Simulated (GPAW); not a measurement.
# Nb (Im-3m) in GPAW: further runs

Runs on Nb. Level: PBE. Tasks: single point.

All numbers are computed with GPAW 26.7.0; they aren't measurements. Logs are shortened: lines on timing, memory, paths and dates and some standing lists are left out, and cuts for length are marked. The log counts tension as positive stress, the text compression.

## (1) The structure

Symmetry: Im-3m, No. 229, cubic system. The conventional cell has a = 3.328 Å, b = 3.328 Å, c = 3.328 Å, α = 90.00°, β = 90.00°, γ = 90.00°. Nb (site symmetry m-3m) has 8 Nb at 2.88 Å as nearest neighbours.

## (2) Single point, PBE

File run.py:

```python
from ase.dft.bandgap import bandgap
from ase.io import read, write
from ase.units import GPa
from gpaw import GPAW, PW

atoms = read('POSCAR')

calc = GPAW(mode=PW(600),
            xc='PBE',
            kpts={'size': (11, 11, 11), 'gamma': True},
            occupations={'name': 'methfessel-paxton', 'order': 0, 'width': 0.019000000000000003},
            nbands=15,
            convergence={'density': 1e-05, 'energy': 1e-05},
            maxiter=150,
            txt='gpaw.txt')
atoms.calc = calc
energy = atoms.get_potential_energy()
forces = atoms.get_forces()
stress = atoms.get_stress()
calc.write('gs.gpw')
write('result.traj', atoms)
print(f'Energy: {energy:.6f} eV')
print('Forces (eV/A):')
print(forces.round(4))
print('Stress (GPa):', (stress / GPa).round(3))
print('Fermi level:', round(calc.get_fermi_level(), 4), 'eV')
print(f'Gap: {bandgap(calc)[0]:.4f} eV, direct: {bandgap(calc, direct=True)[0]:.4f} eV')
```

File POSCAR:

```
Nb
1.0
   -1.6639500000      1.6639500000      1.6639500000
    1.6639500000     -1.6639500000      1.6639500000
    1.6639500000      1.6639500000     -1.6639500000
Nb
1
Direct
    0.0000000000      0.0000000000      0.0000000000
```

Potentials or basis: GPAW PAW data sets (gpaw-data 1.2.1), pw.

Launch:

```bash
$ OMP_NUM_THREADS=1 python run.py
```

gpaw.txt:

```text
__  _  _
 | _ |_)|_||  |
 |__||  | ||/\| - 26.7.0

Input parameters:
  mode=PW(ecut=600.0),
  convergence={'density': 1e-05, 'energy': 1e-05},
  kpts=MonkhorstPack(size=(11, 11, 11), gamma=True),
  maxiter=150,
  nbands=15,
  occupations=Occupations(name='methfessel-paxton', order=0, width=0.019000000000000003),
  xc=XC(name='PBE')

Diagonalizing LCAO Hamiltonian
Converting LCAO to pw mode

       Nb

Atoms  # Å, Bohr magnetons
|   | symbol |        x |        y |        z |    initial magnetic moments |
|---|--------|----------|----------|----------|-----------------------------|
| 0 |     Nb | 0.000000 | 0.000000 | 0.000000 | ( 0.0000,  0.0000,  0.0000) |

Unit cell  # Å
| periodic |         x |         y |         z |  lengths |     angles |
|----------|-----------|-----------|-----------|----------|------------|
|      yes | -1.663950 |  1.663950 |  1.663950 | 2.882046 | 109.471221 |
|      yes |  1.663950 | -1.663950 |  1.663950 | 2.882046 | 109.471221 |
|      yes |  1.663950 |  1.663950 | -1.663950 | 2.882046 | 109.471221 |

Number of symmetries: 48
Symmetry operations  # r_c * U_cc + t_c -> r_c
|    | kind |            matrix            |
|----|------|------------------------------|
|  0 |  σ   |  1, 1, 1,  0, 0,-1,  0,-1, 0 |
|  1 |  C4  |  1, 1, 1,  0, 0,-1, -1, 0, 0 |
|  2 |  C2  |  1, 1, 1,  0,-1, 0,  0, 0,-1 |
|  3 |  S6  |  1, 1, 1,  0,-1, 0, -1, 0, 0 |
|  4 |  S6  |  1, 1, 1, -1, 0, 0,  0, 0,-1 |
|  5 |  C4  |  1, 1, 1, -1, 0, 0,  0,-1, 0 |
|  6 |  E   |  1, 0, 0,  0, 1, 0,  0, 0, 1 |
|  7 |  σ   |  1, 0, 0,  0, 1, 0, -1,-1,-1 |
|  8 |  σ   |  1, 0, 0,  0, 0, 1,  0, 1, 0 |
|  9 |  C3  |  1, 0, 0,  0, 0, 1, -1,-1,-1 |
| 10 |  C3  |  1, 0, 0, -1,-1,-1,  0, 1, 0 |
| 11 |  σ   |  1, 0, 0, -1,-1,-1,  0, 0, 1 |
| 12 |  σ   |  0, 1, 0,  1, 0, 0,  0, 0, 1 |
| 13 |  C2  |  0, 1, 0,  1, 0, 0, -1,-1,-1 |
| 14 |  C3  |  0, 1, 0,  0, 0, 1,  1, 0, 0 |
| 15 |  S4  |  0, 1, 0,  0, 0, 1, -1,-1,-1 |
| 16 |  S4  |  0, 1, 0, -1,-1,-1,  1, 0, 0 |
| 17 |  C3  |  0, 1, 0, -1,-1,-1,  0, 0, 1 |
| 18 |  C3  |  0, 0, 1,  1, 0, 0,  0, 1, 0 |
| 19 |  S4  |  0, 0, 1,  1, 0, 0, -1,-1,-1 |
| 20 |  σ   |  0, 0, 1,  0, 1, 0,  1, 0, 0 |
| 21 |  C3  |  0, 0, 1,  0, 1, 0, -1,-1,-1 |
| 22 |  C2  |  0, 0, 1, -1,-1,-1,  1, 0, 0 |
| 23 |  S4  |  0, 0, 1, -1,-1,-1,  0, 1, 0 |
| 24 |  C4  |  0, 0,-1,  1, 1, 1,  0,-1, 0 |
| 25 |  σ   |  0, 0,-1,  1, 1, 1, -1, 0, 0 |
| 26 |  S6  |  0, 0,-1,  0,-1, 0,  1, 1, 1 |
| 27 |  C2  |  0, 0,-1,  0,-1, 0, -1, 0, 0 |
| 28 |  C4  |  0, 0,-1, -1, 0, 0,  1, 1, 1 |
| 29 |  S6  |  0, 0,-1, -1, 0, 0,  0,-1, 0 |
| 30 |  S6  |  0,-1, 0,  1, 1, 1,  0, 0,-1 |
| 31 |  C4  |  0,-1, 0,  1, 1, 1, -1, 0, 0 |
| 32 |  C4  |  0,-1, 0,  0, 0,-1,  1, 1, 1 |
| 33 |  S6  |  0,-1, 0,  0, 0,-1, -1, 0, 0 |
| 34 |  σ   |  0,-1, 0, -1, 0, 0,  1, 1, 1 |
| 35 |  C2  |  0,-1, 0, -1, 0, 0,  0, 0,-1 |
| 36 |  C2  | -1, 0, 0,  1, 1, 1,  0, 0,-1 |
| 37 |  S6  | -1, 0, 0,  1, 1, 1,  0,-1, 0 |
| 38 |  S6  | -1, 0, 0,  0, 0,-1,  1, 1, 1 |
| 39 |  C2  | -1, 0, 0,  0, 0,-1,  0,-1, 0 |
| 40 |  C2  | -1, 0, 0,  0,-1, 0,  1, 1, 1 |
| 41 |  i   | -1, 0, 0,  0,-1, 0,  0, 0,-1 |
| 42 |  S4  | -1,-1,-1,  1, 0, 0,  0, 1, 0 |
| 43 |  C3  | -1,-1,-1,  1, 0, 0,  0, 0, 1 |
| 44 |  C3  | -1,-1,-1,  0, 1, 0,  1, 0, 0 |
| 45 |  σ   | -1,-1,-1,  0, 1, 0,  0, 0, 1 |
| 46 |  S4  | -1,-1,-1,  0, 0, 1,  1, 0, 0 |
| 47 |  C2  | -1,-1,-1,  0, 0, 1,  0, 1, 0 |

BZ-sampling:
  Number of BZ points: 1331
  Number of IBZ points: 56

  Monkhorst-Pack size: [11, 11, 11]
  Monkhorst-Pack shift: [0, 0, 0]

K-points  # in reciprocal-cell coordinates
|     |                                coordinates |     weight |
|-----|--------------------------------------------|------------|
|   0 | (  0.00000000,   0.00000000,   0.00000000) | 0.00075131 |
|   1 | (  0.09090909,   0.00000000,   0.00000000) | 0.00901578 |
|   2 | (  0.09090909,   0.09090909,  -0.09090909) | 0.00450789 |
|   3 | (  0.18181818,   0.00000000,  -0.09090909) | 0.01803156 |
|   4 | (  0.18181818,   0.00000000,   0.00000000) | 0.00901578 |
|   5 | (  0.18181818,   0.09090909,  -0.09090909) | 0.01803156 |
|   6 | (  0.18181818,   0.18181818,  -0.18181818) | 0.00450789 |
|   7 | (  0.27272727,  -0.09090909,  -0.09090909) | 0.00601052 |
|   8 | (  0.27272727,   0.00000000,  -0.09090909) | 0.03606311 |
|   9 | (  0.27272727,   0.00000000,   0.00000000) | 0.00901578 |
| ... |                                            |            |
|  55 | (  0.45454545,   0.45454545,   0.45454545) | 0.00601052 |

Plane wave coefficients: 629
Cutoff: 600.0 eV

Spin-components: 1 (collinear spins)
Bands:           15
Projectors:      6
Spin-degeneracy: 2
Datatype:        complex128

Parallelization:
  kpt:    1
  domain: 1
  band:   1

Density:
  Valence electrons: 13.0
  Components: 1
  Grid points: [18 18 18]
  Charge: 0.0  # |e|

Potential:
  Grid points: [18 18 18]

species:
  Nb:
    name:    Niobium
    Z:       41.0
    valence: 13
    core:    28
    charge:  0.0  # [|e|]
    compensation charges:
      type: gauss
      rc: 0.40  # [Å]
      lmax: 2
    cutoffs:
      filter: 2.35  # [Å]
      core: 1.51  # [Å]
    projectors
    | kind |    occ | energy [eV] | rcut [Å] |
    |------|--------|-------------|----------|
    |   4s |  2.000 |     -58.361 |    1.323 |
    |   5s |  1.000 |      -3.980 |    1.323 |
    |   4p |  6.000 |     -34.526 |    1.323 |
    |   5p |  0.000 |      -1.111 |    1.323 |
    |   4d |  4.000 |      -3.041 |    1.244 |
    |    d |        |      24.171 |    1.244 |

    Using partial waves for Nb as LCAO basis

Reference energy: -103906.147789  # eV

eigensolver:
  PPCG
  Converge bands: occupied
  niter=2

density mixing:
  MSR1-Mixer
  Pratt-step length: 0.05
  Maximum mixing coefficient: 0.75
  Old densities: 10
  SVD Regularization: 0.005
  Good broyden scale: 1.0
  Trust region scale: 1.0
  Backstep threshold: 4.0
  History deletion threshold: 6.0
  Fourier metric: weight=20.0, sigma=0.015

occupation numbers:
  Methfessel-Paxton:
    width: 0.0190  # eV
    order: 0

poisson solver:
  ecut: 4800.0  # eV

xc functional:
  name: PBE with 2 nearest neighbor stencil

convergence criteria:
- Maximum integral of absolute [dens]ity change: 1e-05 electrons / valence electron
- Maximum [total energy] change in last 3 cyles: 1e-05 eV / valence electron
- Maximum integral of absolute [eigenst]ate change: 4e-08 eV^2 / valence electron
maximum number of iterations: 150

SCF iterations
|iter     | |      energy | eigst |  dens |
|---------|-|-------------|-------|-------|
|iter:   1| |  -10.981261 | -0.01 |       |
|iter:   2| |  -10.872222 | -2.64 | -1.01 |
|iter:   3| |  -10.342650 | -1.51 | -1.04 |
|iter:   4| |  -10.342956 | -3.12 | -1.80 |
|iter:   5| |  -10.343727 | -4.18 | -2.14 |
|iter:   6| |  -10.343731 | -6.20 | -3.49 |
|iter:   7| |  -10.343732c| -7.01 | -3.91 |
|iter:   8| |  -10.343732c| -8.53c| -5.19c|

Converged in 8 steps
Energy contributions relative to reference atoms: (reference = -103906.147789)

Energy contributions:
  Kinetic:          -2.177365
  Coulomb:          -2.719556
  Zero:             -0.033547
  External:          0.000000
  Xc:               -5.413001
  Entropy:          -0.000529
  Spinorbit:         0.000000
  ----------------------------
  Free energy:     -10.343997
  Extrapolated:    -10.343732

dipole moment: (-6.090490, -6.090490, -6.090490)  # |e|*Ang

Fermi level: 10.954
Eigenvalues  # (at kpt = [0.000, 0.000, 0.000])
| band index |      eig [eV] | occ [0-2] |
|------------|---------------|-----------|
|          0 |       -43.400 |     2.000 |
|          1 |       -18.795 |     2.000 |
|          2 |       -18.795 |     2.000 |
|          3 |       -18.795 |     2.000 |
|          4 |         5.163 |     2.000 |
|          5 |        11.385 |     0.000 |
|          6 |        11.385 |     0.000 |
|          7 |        11.385 |     0.000 |
|          8 |        14.203 |     0.000 |
|          9 |        14.203 |     0.000 |
|         10 |        25.377 |     0.000 |
|         11 |        25.377 |     0.000 |
|         12 |        25.377 |     0.000 |
|        ... |               |           |
|         14 |        35.599 |     0.000 |

No gap
No difference between direct/indirect transitions

Forces  # eV/Ang
|        x |        y |       z |
|----------|----------|---------|
| -0.00000 | -0.00000 | 0.00000 |  # Nb   0

Stress tensor  # eV/Ang^3
|        x |        y |        z |
|----------|----------|----------|
| 0.015646 | 0.000000 | 0.000000 |
| 0.000000 | 0.015646 | 0.000000 |
| 0.000000 | 0.000000 | 0.015646 |

# Writing to gs.gpw (mode='')
```

Run time: 12 s. Hardware: 1 thread of Arm Neoverse V1, shared host; peak memory 0.14 GiB.

What came out:

```
Free energy            : -10.3440 eV
Pressure               : -2.5 GPa
Band gap on the k mesh : none (metal or under the smearing width)
```

Levels at points of the mesh, in eV from the Fermi level:
| k point | band 2 | band 3 | band 4 | band 5 | band 6 | band 7 | band 8 | band 9 | band 10 | band 11 |
| --- | --- | --- | --- | --- | --- | --- | --- | --- | --- | --- |
| (0.00, 0.00, 0.00) | -29.75 | -29.75 | -29.75 | -5.79 | 0.43 | 0.43 | 0.43 | 3.25 | 3.25 | 14.42 |

## (3) Single point, PBE

File run.py:

```python
from ase import Atoms
from ase.dft.bandgap import bandgap
from ase.io import write
from ase.units import Bohr, GPa
from gpaw import GPAW, PW
from gpaw.elf import elf_from_dft_calculation

atoms = Atoms(['Nb'],
              cell=[[-1.66395, 1.66395, 1.66395],
                    [1.66395, -1.66395, 1.66395],
                    [1.66395, 1.66395, -1.66395]],
              scaled_positions=[[0.0, 0.0, 0.0]],
              pbc=True)

calc = GPAW(mode=PW(600),
            xc='PBE',
            kpts={'size': (11, 11, 11), 'gamma': True},
            occupations={'name': 'methfessel-paxton', 'order': 0, 'width': 0.02},
            nbands=15,
            convergence={'density': 1e-05, 'energy': 1e-05},
            maxiter=150,
            txt='gpaw.txt')
atoms.calc = calc
energy = atoms.get_potential_energy()
forces = atoms.get_forces()
stress = atoms.get_stress()
calc.write('gs.gpw')
write('result.traj', atoms)
print(f'Energy: {energy:.6f} eV')
print('Forces (eV/A):')
print(forces.round(4))
print('Stress (GPa):', (stress / GPa).round(3))
print('Fermi level:', round(calc.get_fermi_level(), 4), 'eV')
print(f'Gap: {bandgap(calc)[0]:.4f} eV, direct: {bandgap(calc, direct=True)[0]:.4f} eV')

# fields on the real-space grid
write('density.cube', atoms, data=calc.get_pseudo_density() * Bohr**3)
write('potential.cube', atoms, data=calc.get_electrostatic_potential())
write('elf.cube', atoms, data=elf_from_dft_calculation(calc).data)
```

Potentials or basis: GPAW PAW data sets (gpaw-data 1.2.1), pw.

Launch:

```bash
$ OMP_NUM_THREADS=1 python run.py
```

Run time: 12 s. Hardware: 1 thread of Arm Neoverse V1, shared host; peak memory 0.14 GiB.

The run converged. Its results:

| Item | Value |
| --- | --- |
| Free energy | -10.3440 eV |
| Pressure | -2.5 GPa |
| Band gap on the k mesh | none (metal or under the smearing width) |

Levels at points of the mesh, in eV from the Fermi level:
```csv
k point,band 2,band 3,band 4,band 5,band 6,band 7,band 8,band 9,band 10,band 11
"(0.00, 0.00, 0.00)",-29.75,-29.75,-29.75,-5.79,0.43,0.43,0.43,3.25,3.25,14.42
```

## (4) Single point, PBE

run.py: that of step 3 with these lines changed.

```diff
@@ -3,5 +3,4 @@
 from ase.io import write
-from ase.units import Bohr, GPa
+from ase.units import GPa
 from gpaw import GPAW, PW
-from gpaw.elf import elf_from_dft_calculation
 
@@ -17,3 +16,3 @@
             kpts={'size': (11, 11, 11), 'gamma': True},
-            occupations={'name': 'methfessel-paxton', 'order': 0, 'width': 0.02},
+            occupations={'name': 'methfessel-paxton', 'order': 0, 'width': 0.020999999999999998},
             nbands=15,
@@ -34,6 +33 @@
 print(f'Gap: {bandgap(calc)[0]:.4f} eV, direct: {bandgap(calc, direct=True)[0]:.4f} eV')
-
-# fields on the real-space grid
-write('density.cube', atoms, data=calc.get_pseudo_density() * Bohr**3)
-write('potential.cube', atoms, data=calc.get_electrostatic_potential())
-write('elf.cube', atoms, data=elf_from_dft_calculation(calc).data)
```

Launch:

```bash
$ OMP_NUM_THREADS=1 python run.py
```

Wall time 12 s (1 thread of Arm Neoverse V1, shared host); peak memory 0.14 GiB.

The run converged. Its results:

```yaml
Free_energy: -10.3441 eV
Pressure: -2.5 GPa
Band_gap_on_the_k_mesh: none (metal or under the smearing width)
```

Levels at points of the mesh, in eV from the Fermi level:
```
           k point  band 2  band 3  band 4  band 5  band 6  band 7  band 8  band 9  band 10  band 11
(0.00, 0.00, 0.00)  -29.75  -29.75  -29.75   -5.79    0.43    0.43    0.43    3.25     3.25    14.42
```

## (5) Single point, PBE

File run.py:

```python
from ase.dft.bandgap import bandgap
from ase.io import read, write
from ase.units import GPa
from gpaw import GPAW, PW

atoms = read('Nb.xyz')

calc = GPAW(mode=PW(600),
            xc='PBE',
            kpts={'size': (11, 11, 11), 'gamma': True},
            occupations={'name': 'methfessel-paxton', 'order': 0, 'width': 0.022},
            nbands=15,
            convergence={'density': 1e-05, 'energy': 1e-05},
            maxiter=150,
            txt='gpaw.txt')
atoms.calc = calc
energy = atoms.get_potential_energy()
forces = atoms.get_forces()
stress = atoms.get_stress()
calc.write('gs.gpw')
write('result.traj', atoms)
print(f'Energy: {energy:.6f} eV')
print('Forces (eV/A):')
print(forces.round(4))
print('Stress (GPa):', (stress / GPa).round(3))
print('Fermi level:', round(calc.get_fermi_level(), 4), 'eV')
print(f'Gap: {bandgap(calc)[0]:.4f} eV, direct: {bandgap(calc, direct=True)[0]:.4f} eV')
```

File Nb.xyz:

```xyz
1
Lattice="-1.6639500000 1.6639500000 1.6639500000 1.6639500000 -1.6639500000 1.6639500000 1.6639500000 1.6639500000 -1.6639500000" Properties=species:S:1:pos:R:3 pbc="T T T"
Nb     0.0000000000      0.0000000000      0.0000000000
```

Potentials or basis: GPAW PAW data sets (gpaw-data 1.2.1), pw.

Launch:

```bash
$ OMP_NUM_THREADS=1 python run.py
```

gpaw.txt:

```text
__  _  _
 | _ |_)|_||  |
 |__||  | ||/\| - 26.7.0

Input parameters:
  mode=PW(ecut=600.0),
  convergence={'density': 1e-05, 'energy': 1e-05},
  kpts=MonkhorstPack(size=(11, 11, 11), gamma=True),
  maxiter=150,
  nbands=15,
  occupations=Occupations(name='methfessel-paxton', order=0, width=0.022),
  xc=XC(name='PBE')

Diagonalizing LCAO Hamiltonian
Converting LCAO to pw mode

       Nb

Atoms  # Å, Bohr magnetons
|   | symbol |        x |        y |        z |    initial magnetic moments |
|---|--------|----------|----------|----------|-----------------------------|
| 0 |     Nb | 0.000000 | 0.000000 | 0.000000 | ( 0.0000,  0.0000,  0.0000) |

Unit cell  # Å
| periodic |         x |         y |         z |  lengths |     angles |
|----------|-----------|-----------|-----------|----------|------------|
|      yes | -1.663950 |  1.663950 |  1.663950 | 2.882046 | 109.471221 |
|      yes |  1.663950 | -1.663950 |  1.663950 | 2.882046 | 109.471221 |
|      yes |  1.663950 |  1.663950 | -1.663950 | 2.882046 | 109.471221 |

Number of symmetries: 48
[... 174 lines left out ...]

Energy contributions:
  Kinetic:          -2.177799
  Coulomb:          -2.719049
  Zero:             -0.033552
  External:          0.000000
  Xc:               -5.413008
  Entropy:          -0.000676
  Spinorbit:         0.000000
  ----------------------------
  Free energy:     -10.344084
  Extrapolated:    -10.343746

dipole moment: (-6.090489, -6.090489, -6.090489)  # |e|*Ang

Fermi level: 10.955
Eigenvalues  # (at kpt = [0.000, 0.000, 0.000])
| band index |      eig [eV] | occ [0-2] |
|------------|---------------|-----------|
|          0 |       -43.400 |     2.000 |
|          1 |       -18.795 |     2.000 |
|          2 |       -18.795 |     2.000 |
|          3 |       -18.795 |     2.000 |
|          4 |         5.163 |     2.000 |
|          5 |        11.385 |     0.000 |
|          6 |        11.385 |     0.000 |
|          7 |        11.385 |     0.000 |
|          8 |        14.203 |     0.000 |
|          9 |        14.203 |     0.000 |
|         10 |        25.377 |     0.000 |
|         11 |        25.377 |     0.000 |
|         12 |        25.377 |     0.000 |
|        ... |               |           |
|         14 |        35.599 |     0.000 |

No gap
No difference between direct/indirect transitions

Forces  # eV/Ang
|        x |        y |        z |
|----------|----------|----------|
| -0.00000 | -0.00000 | -0.00000 |  # Nb   0

Stress tensor  # eV/Ang^3
|        x |        y |        z |
|----------|----------|----------|
| 0.015651 | 0.000000 | 0.000000 |
| 0.000000 | 0.015651 | 0.000000 |
| 0.000000 | 0.000000 | 0.015651 |

# Writing to gs.gpw (mode='')
```

Run time: 12 s. Hardware: 1 thread of Arm Neoverse V1, shared host; peak memory 0.14 GiB.

What came out:

```yaml
Free_energy: -10.3441 eV
Pressure: -2.5 GPa
Band_gap_on_the_k_mesh: none (metal or under the smearing width)
```

## (6) The runs side by side

| smearing | gap on the mesh (eV) | pressure (GPa) |
| --- | --- | --- |
| gaussian 0.019 eV | none | -2.5 |
| gaussian 0.02 eV | none | -2.5 |
| gaussian 0.021 eV | none | -2.5 |
| gaussian 0.022 eV | none | -2.5 |

Alike in all rows: task single point; level PBE; potentials or basis GPAW PAW data sets (gpaw-data 1.2.1), pw; no spin polarisation; cell as given; k mesh 11 × 11 × 11; cutoff (eV) 600.

Every run on the cell as given and a fine mesh finds a metal.

Absolute energies hang on the potentials; compare differences alone.
